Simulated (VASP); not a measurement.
# CdTe (F-43m) in VASP: further runs

Runs on CdTe. Level: PBE. Tasks: band structure, Born charges and dielectric tensor.

All numbers are computed with VASP 6.6.1; they aren't measurements. Logs are shortened: lines on timing, memory, paths and dates and some standing lists are left out, and cuts for length are marked.

**What was measured.**

From a printed reference work, data compilation, for a bulk crystal of CdTe at 0 K: band gap 1.607 eV.

How close the calculation comes is told below.

## (1) Starting point

Symmetry: F-43m, No. 216, cubic system. Conventional cell: a = 6.607 Å, b = 6.607 Å, c = 6.607 Å, α = 90.00°, β = 90.00°, γ = 90.00°. Cd (site symmetry -43m) has 4 Te at 2.86 Å as nearest neighbours. Te (site symmetry -43m) is surrounded by 4 Cd at 2.86 Å.

## (2) Band structure, PBE

File POSCAR:

```
CdTe                                    
1.0
    0.0000000000      3.3034509993      3.3034509993
    3.3034509993      0.0000000000      3.3034509993
    3.3034509993      3.3034509993     -0.0000000000
  Cd              Te            
     1     1
Direct
     0.0000000000000000    0.0000000000000000    0.0000000000000000
     0.2500000000000000    0.2500000000000000    0.2500000000000000
```

File INCAR.step1:

```
PREC = Accurate ; ENCUT = 350
EDIFF = 1E-7 ; ISMEAR = 0
SIGMA = 0.02 ; LREAL = False
LASPH = True ; NELM = 80
ALGO = Normal ; ISIF = 2
LWAVE = False ; LCHARG = True
GGA = PE
```

File KPOINTS.step1:

```
Automatic mesh
0
Gamma
  8 8 8
```

File INCAR.step2:

```
PREC = Accurate ; ENCUT = 350
EDIFF = 1E-7 ; ISMEAR = 0
SIGMA = 0.05 ; LREAL = False
LASPH = True ; NELM = 80
ALGO = Normal ; ISIF = 2
LWAVE = False ; LCHARG = False
GGA = PE ; ICHARG = 11
```

File KPOINTS.step2:

```
path GXWKGLUWLK,UX
10
line-mode
reciprocal
 0.0000000000  0.0000000000  0.0000000000  G
 0.5000000000  0.0000000000  0.5000000000  X

 0.5000000000  0.0000000000  0.5000000000  X
 0.5000000000  0.2500000000  0.7500000000  W

 0.5000000000  0.2500000000  0.7500000000  W
 0.3750000000  0.3750000000  0.7500000000  K

 0.3750000000  0.3750000000  0.7500000000  K
 0.0000000000  0.0000000000  0.0000000000  G

 0.0000000000  0.0000000000  0.0000000000  G
 0.5000000000  0.5000000000  0.5000000000  L

 0.5000000000  0.5000000000  0.5000000000  L
 0.6250000000  0.2500000000  0.6250000000  U

 0.6250000000  0.2500000000  0.6250000000  U
 0.5000000000  0.2500000000  0.7500000000  W

 0.5000000000  0.2500000000  0.7500000000  W
 0.5000000000  0.5000000000  0.5000000000  L

 0.5000000000  0.5000000000  0.5000000000  L
 0.3750000000  0.3750000000  0.7500000000  K

 0.6250000000  0.2500000000  0.6250000000  U
 0.5000000000  0.0000000000  0.5000000000  X
```

Potentials or basis: VASP PAW PBE potentials, release 64 (Cd, Te).

Command:

```
cat potpaw_PBE.64/Cd/POTCAR potpaw_PBE.64/Te/POTCAR > POTCAR
cp INCAR.step1 INCAR
cp KPOINTS.step1 KPOINTS
mpirun -np 1 vasp_std > vasp.out
cp INCAR.step2 INCAR
cp KPOINTS.step2 KPOINTS
mpirun -np 1 vasp_std > vasp.out
```

OUTCAR:

```text
PREC = Accurate
   ENCUT = 350
   EDIFF = 1E-7
   ISMEAR = 0
   LREAL = False
   LASPH = True
   NELM = 80
   ISIF = 2
   GGA = PE
   ICHARG = 11

 ion  position               nearest neighbor table
   1  0.000  0.000  0.000-   2 2.86   2 2.86   2 2.86   2 2.86
   2  0.250  0.250  0.250-   1 2.86   1 2.86   1 2.86   1 2.86

  LATTYP: Found a face centered cubic cell.
 ALAT       =     6.6069019986

  Lattice vectors:

 A1 = (   0.0000000000,   3.3034509993,   3.3034509993)
 A2 = (   3.3034509993,   0.0000000000,   3.3034509993)
 A3 = (   3.3034509993,   3.3034509993,   0.0000000000)

Analysis of symmetry for initial positions (statically):
=====================================================================
 Subroutine PRICEL returns:
 Original cell was already a primitive cell.

 Routine SETGRP: Setting up the symmetry group for a
 face centered cubic supercell.

 Subroutine GETGRP returns: Found 24 space group operations
 (whereof 24 operations were pure point group operations)
 out of a pool of 48 trial point group operations.

The static configuration has the point symmetry T_d .

Analysis of symmetry for dynamics (positions and initial velocities):
=====================================================================
 Subroutine PRICEL returns:
 Original cell was already a primitive cell.

 Routine SETGRP: Setting up the symmetry group for a
 face centered cubic supercell.

 Subroutine GETGRP returns: Found 24 space group operations
 (whereof 24 operations were pure point group operations)
 out of a pool of 48 trial point group operations.

The dynamic configuration has the point symmetry T_d .

 Subroutine INISYM returns: Found 24 space group operations
 (whereof 24 operations are pure point group operations),
 and found     1 'primitive' translations

----------------------------------------------------------------------------------------

                                     Primitive cell

  volume of cell :      72.0997

  direct lattice vectors                    reciprocal lattice vectors
     0.000000000  3.303450999  3.303450999    -0.151356869  0.151356869  0.151356869
     3.303450999  0.000000000  3.303450999     0.151356869 -0.151356869  0.151356869
     3.303450999  3.303450999  0.000000000     0.151356869  0.151356869 -0.151356869

  length of vectors
     4.671785206  4.671785206  4.671785206     0.262157787  0.262157787  0.262157787

  position of ions in fractional coordinates (direct lattice)
     0.000000000  0.000000000  0.000000000
     0.250000000  0.250000000  0.250000000

  ion indices of the primitive-cell ions
   primitive index   ion index
                 1           1
                 2           2

----------------------------------------------------------------------------------------

 KPOINTS: path GXWKGLUWLK,UX

Interpolating k-points between supplied coordinates.

 Line segments in fractional coordinates (reciprocal lattice):
    0.000000  0.000000  0.000000  ...  0.500000  0.000000  0.500000
    0.500000  0.000000  0.500000  ...  0.500000  0.250000  0.750000
    0.500000  0.250000  0.750000  ...  0.375000  0.375000  0.750000
    0.375000  0.375000  0.750000  ...  0.000000  0.000000  0.000000
    0.000000  0.000000  0.000000  ...  0.500000  0.500000  0.500000
    0.500000  0.500000  0.500000  ...  0.625000  0.250000  0.625000
    0.625000  0.250000  0.625000  ...  0.500000  0.250000  0.750000
    0.500000  0.250000  0.750000  ...  0.500000  0.500000  0.500000
    0.500000  0.500000  0.500000  ...  0.375000  0.375000  0.750000
    0.625000  0.250000  0.625000  ...  0.500000  0.000000  0.500000

 Generated    10 points on each line segment, for a total of    100 k-points:

 Following reciprocal coordinates:
            Coordinates               Weight
  0.000000  0.000000  0.000000      0.010000
  0.055556  0.000000  0.055556      0.010000
  0.111111  0.000000  0.111111      0.010000
  0.166667  0.000000  0.166667      0.010000
  0.222222  0.000000  0.222222      0.010000
  0.277778  0.000000  0.277778      0.010000
[... 16 lines left out ...]
  0.472222  0.277778  0.750000      0.010000
  0.458333  0.291667  0.750000      0.010000
 [... further k-points ...]
   k-points           NKPTS =    100   k-points in BZ     NKDIM =    100   number of bands    NBANDS=     13
   number of dos      NEDOS =    301   number of ions     NIONS =      2
   total plane-waves  NPLWV =  27000
   dimension x,y,z NGX =    30 NGY =   30 NGZ =   30
   dimension x,y,z NGXF=    60 NGYF=   60 NGZF=   60
   ions per type =               1   1
   NGX,Y,Z   is equivalent  to a cutoff of  10.68, 10.68, 10.68 a.u.
   NGXF,Y,Z  is equivalent  to a cutoff of  21.35, 21.35, 21.35 a.u.
 SYSTEM =  unknown system
   PREC   = accura    normal or accurate (medium, high low for compatibility)
   ISTART =      0    job   : 0-new  1-cont  2-samecut
   ICHARG =     11    charge: 1-file 2-atom 10-const
   ISPIN  =      1    spin polarized calculation?
   LNONCOLLINEAR =      F non collinear calculations
   LSORBIT =      F    spin-orbit coupling
   LASPH  =      T    aspherical Exc in radial PAW
   ENCUT  =  350.0 eV  25.72 Ry    5.07 a.u.   7.13  7.13  7.13*2*pi/ulx,y,z
   NELM   =     80;   NELMIN=  2; NELMDL=  0     # of ELM steps
   EDIFF  = 0.1E-06   stopping-criterion for ELM
   LREAL  =      F    real-space projection
   EDIFFG = 0.1E-05   stopping-criterion for IOM
   NSW    =      0    number of steps for IOM
   IBRION =     -1    ionic relax: 0-MD 1-quasi-New 2-CG
   NFREE  =      0    steps in history (QN), initial steepest desc. (CG)
   ISIF   =      2    stress and relaxation
   ISYM   =      2    0-nonsym 1-usesym 2-fastsym
   POTIM  = 0.5000    time-step for ionic-motion
   TEBEG  =    0.0;   TEEND  =   0.0 temperature during run
   PSTRESS=    0.0 pullay stress
   NELECT =      18.0000    total number of electrons
   NUPDOWN=      -1.0000    fix difference up-down
   EMIN   =  10.00;   EMAX   =-10.00  energy-range for DOS
   EFERMI =   0.00;   METHOD = LEGACY
   ISMEAR =     0;   SIGMA  =   0.05  broadening in eV -4-tet -1-fermi 0-gaus
   EFERMI_NEDOS =   21; number of points for ismear=-14 and -15
   IALGO  =     38    algorithm
   IMIX   =      4    mixing-type and parameters
     AMIX     =   0.40;   BMIX     =  1.00
     AMIX_MAG =   1.60;   BMIX_MAG =  1.00
  volume/ion in A,a.u.               =      36.05       243.28
  Fermi-wavevector in a.u.,A,eV,Ry     =   1.030832  1.947990 14.457743  1.062614
  Thomas-Fermi vector in A             =   2.164950
   LORBIT       =      0    0 simple, 1 ext, 2 COOP (PROOUT), +10 PAW based schemes
   GGA     = PE    functional components
   LHFCALC =     F    Hartree Fock is set to
   AEXX    =    0.0000 exact exchange contribution
   IVDW    =     0    specifies the selected vdW correction
   LEPSILON=     F    determine dielectric tensor
   LRPA    =     F    only Hartree local field effects (RPA)
 non-spin polarized calculation
 Gauss-broadening in eV      SIGMA  =   0.05
  energy-cutoff  :      350.00
  volume of cell :       72.10
 maximum number of plane-waves:      1090
 NGX is ok and might be reduce to    30

 number of electron      17.9999994 magnetization

 Free energy of the ion-electron system (eV)
  ---------------------------------------------------
  ext. energy  EPLUGINS =         0.00000000
  ---------------------------------------------------
  free energy    TOTEN  =        -4.98414870 eV

  energy without entropy =       -4.98414870  energy(sigma->0) =       -4.98414870

 E-fermi :   2.0617     XC(G=0):  -8.3312

 val. band max:        1.8420766620   @ k =   0.0000   0.0000   0.0000
 cond. band min:       2.4360812761   @ k =   0.0000   0.0000   0.0000
 fundamental gap:      0.5940046141
 Fermi energy:         2.0617279245

 k-point     1 :       0.0000    0.0000    0.0000
  band No.  band energies     occupation
      1      -9.0194      2.00000
      2      -6.2518      2.00000
      3      -6.2518      2.00000
      4      -6.2518      2.00000
      5      -6.0288      2.00000
      6      -6.0288      2.00000
      7       1.8421      2.00000
      8       1.8421      2.00000
      9       1.8421      2.00000
     10       2.4361      0.00000
     11       6.4769      0.00000
     12       6.4769      0.00000
     13       6.4769      0.00000

 k-point     2 :       0.0556    0.0000    0.0556
  band No.  band energies     occupation
      1      -9.0055      2.00000
      2      -6.2480      2.00000
      3      -6.2480      2.00000
      4      -6.2431      2.00000
      5      -6.0300      2.00000
      6      -6.0280      2.00000
      7       1.3940      2.00000
      8       1.7692      2.00000
      9       1.7692      2.00000
     10       2.8948      0.00000
     11       6.3289      0.00000
     12       6.5869      0.00000
     13       6.5870      0.00000

 k-point     3 :       0.1111    0.0000    0.1111
  band No.  band energies     occupation
      1      -8.9652      2.00000
      2      -6.2370      2.00000
      3      -6.2370      2.00000
      4      -6.2168      2.00000
      5      -6.0332      2.00000
      6      -6.0258      2.00000
      7       0.7630      2.00000
      8       1.5735      2.00000
      9       1.5735      2.00000
     10       3.5446      0.00000
     11       5.9955      0.00000
     12       6.8944      0.00000
     13       6.8944      0.00000

 k-point     4 :       0.1667    0.0000    0.1667
  band No.  band energies     occupation
      1      -8.9036      2.00000
      2      -6.2199      2.00000
      3      -6.2199      2.00000
      4      -6.1727      2.00000
      5      -6.0356      2.00000
      6      -6.0223      2.00000
      7       0.1437      2.00000
      8       1.3055      2.00000
      9       1.3055      2.00000
     10       4.1433      0.00000
     11       5.6311      0.00000
     12       7.3495      0.00000
     13       7.3495      0.00000

 k-point     5 :       0.2222    0.0000    0.2222
  band No.  band energies     occupation
      1      -8.8285      2.00000
      2      -6.1983      2.00000
      3      -6.1983      2.00000
      4      -6.1211      2.00000
      5      -6.0229      2.00000
      6      -6.0179      2.00000
      7      -0.4430      2.00000
      8       1.0143      2.00000
      9       1.0143      2.00000
     10       4.5698      0.00000
     11       5.3285      0.00000
     12       7.9047      0.00000
     13       7.9047      0.00000
[... 257 lines left out ...]
 k-point    22 :       0.4861    0.2639    0.7500
  band No.  band energies     occupation
      1      -8.5702      2.00000
      2      -6.1491      2.00000
      3      -6.1409      2.00000
      4      -6.0546      2.00000
      5      -6.0271      2.00000
      6      -5.5405      2.00000
      7      -2.0777      2.00000
      8      -0.2770      2.00000
      9      -0.0960      2.00000
     10       5.8592      0.00000
     11       6.4952      0.00000
     12       7.3910      0.00000
     13       8.1954      0.00000

 k-point    23 :       0.4722    0.2778    0.7500
  band No.  band energies     occupation
      1      -8.5711      2.00000
      2      -6.1494      2.00000
      3      -6.1406      2.00000
      4      -6.0559      2.00000
      5      -6.0258      2.00000
      6      -5.5438      2.00000
      7      -2.0789      2.00000
      8      -0.3105      2.00000
      9      -0.0310      2.00000
     10       5.7545      0.00000
     11       6.4167      0.00000
     12       7.5425      0.00000
     13       8.2842      0.00000

 k-point    24 :       0.4583    0.2917    0.7500
  band No.  band energies     occupation
      1      -8.5723      2.00000
      2      -6.1500      2.00000
      3      -6.1402      2.00000
      4      -6.0579      2.00000
      5      -6.0242      2.00000
      6      -5.5483      2.00000
      7      -2.0812      2.00000
      8      -0.3468      2.00000
      9       0.0535      2.00000
     10       5.5837      0.00000
     11       6.3603      0.00000
     12       7.7441      0.00000
     13       8.4067      0.00000

 [... further k-points ...]

------------------------ aborting loop because EDIFF is reached ----------------------------------------

  FORCE on cell =-STRESS in cart. coord.  units (eV):
  Direction    XX          YY          ZZ          XY          YZ          ZX
  --------------------------------------------------------------------------------------
  -------------------------------------------------------------------------------------
  Total       -0.4573369     -0.4573369     -0.4573369      0.0000000      0.0000000      0.0000000
  in kB      -10.1627972    -10.1627972    -10.1627972      0.0000000      0.0000000      0.0000000
  external PRESSURE =     -10.1627972 kB  Pullay stress =       0.0000000 kB

 VOLUME and BASIS-vectors are now :
 -----------------------------------------------------------------------------
  energy-cutoff  :      350.00
  volume of cell :       72.10
      direct lattice vectors                 reciprocal lattice vectors
     0.000000000  3.303450999  3.303450999    -0.151356869  0.151356869  0.151356869
     3.303450999  0.000000000  3.303450999     0.151356869 -0.151356869  0.151356869
     3.303450999  3.303450999  0.000000000     0.151356869  0.151356869 -0.151356869

 POSITION                                       TOTAL-FORCE (eV/Angst)
 -----------------------------------------------------------------------------------
      0.00000      0.00000      0.00000         0.000000      0.000000     -0.000000
      1.65173      1.65173      1.65173        -0.000000     -0.000000      0.000000
 -----------------------------------------------------------------------------------
    total drift:                               -0.000001     -0.000001     -0.000001

  FREE ENERGIE OF THE ION-ELECTRON SYSTEM (eV)
  ---------------------------------------------------
  free  energy   TOTEN  =        -4.9841486986 eV

  energy  without entropy=       -4.9841486985  energy(sigma->0) =       -4.98414870
```

Wall time 44 s (1 thread of Intel Xeon Platinum 8259CL at 2.50GHz (Skylake/Cascade Lake), shared host); peak memory 0.2 GiB.

What came out:

* Band gap on the k mesh: 0.59 eV, direct
* Band gap along the path: 0.59 eV, direct

Levels at the corners of the path, in eV from the valence-band top:
| point | band 6 | band 7 | band 8 | band 9 | band 10 | band 11 | band 12 | band 13 |
| --- | --- | --- | --- | --- | --- | --- | --- | --- |
| Γ | -7.87 | 0.00 | 0.00 | 0.00 | 0.59 | 4.63 | 4.63 | 4.63 |
| X | -7.45 | -4.04 | -1.68 | -1.68 | 2.67 | 2.73 | 8.54 | 8.84 |
| X | -7.45 | -4.04 | -1.68 | -1.68 | 2.67 | 2.73 | 8.54 | 8.84 |
| W | -7.38 | -3.92 | -2.10 | -1.96 | 4.05 | 4.70 | 5.49 | 6.32 |
| W | -7.38 | -3.92 | -2.10 | -1.96 | 4.05 | 4.70 | 5.49 | 6.32 |
| K | -7.41 | -3.94 | -2.30 | -1.39 | 2.92 | 4.44 | 7.23 | 7.33 |
| K | -7.41 | -3.94 | -2.30 | -1.39 | 2.92 | 4.44 | 7.23 | 7.33 |
| Γ | -7.87 | 0.00 | 0.00 | 0.00 | 0.59 | 4.63 | 4.63 | 4.63 |
| Γ | -7.87 | 0.00 | 0.00 | 0.00 | 0.59 | 4.63 | 4.63 | 4.63 |
| L | -7.57 | -4.11 | -0.69 | -0.69 | 1.76 | 5.21 | 5.21 | 7.02 |
| L | -7.57 | -4.11 | -0.69 | -0.69 | 1.76 | 5.21 | 5.21 | 7.02 |
| U | -7.41 | -3.94 | -2.30 | -1.39 | 2.92 | 4.44 | 7.23 | 7.33 |
| U | -7.41 | -3.94 | -2.30 | -1.39 | 2.92 | 4.44 | 7.23 | 7.33 |
| W | -7.38 | -3.92 | -2.10 | -1.96 | 4.05 | 4.70 | 5.49 | 6.32 |
| W | -7.38 | -3.92 | -2.10 | -1.96 | 4.05 | 4.70 | 5.49 | 6.32 |
| L | -7.57 | -4.11 | -0.69 | -0.69 | 1.76 | 5.21 | 5.21 | 7.02 |
| L | -7.57 | -4.11 | -0.69 | -0.69 | 1.76 | 5.21 | 5.21 | 7.02 |
| K | -7.41 | -3.94 | -2.30 | -1.39 | 2.92 | 4.44 | 7.23 | 7.33 |
| U | -7.41 | -3.94 | -2.30 | -1.39 | 2.92 | 4.44 | 7.23 | 7.33 |
| X | -7.45 | -4.04 | -1.68 | -1.68 | 2.67 | 2.73 | 8.54 | 8.84 |

Caveat: the log is that of the step along the path at fixed density, whose energy, stress, charges and moments have no meaning; spin-orbit coupling is left out, which moves the levels of the heavy elements.

(Part 1 of 2 ends here.)
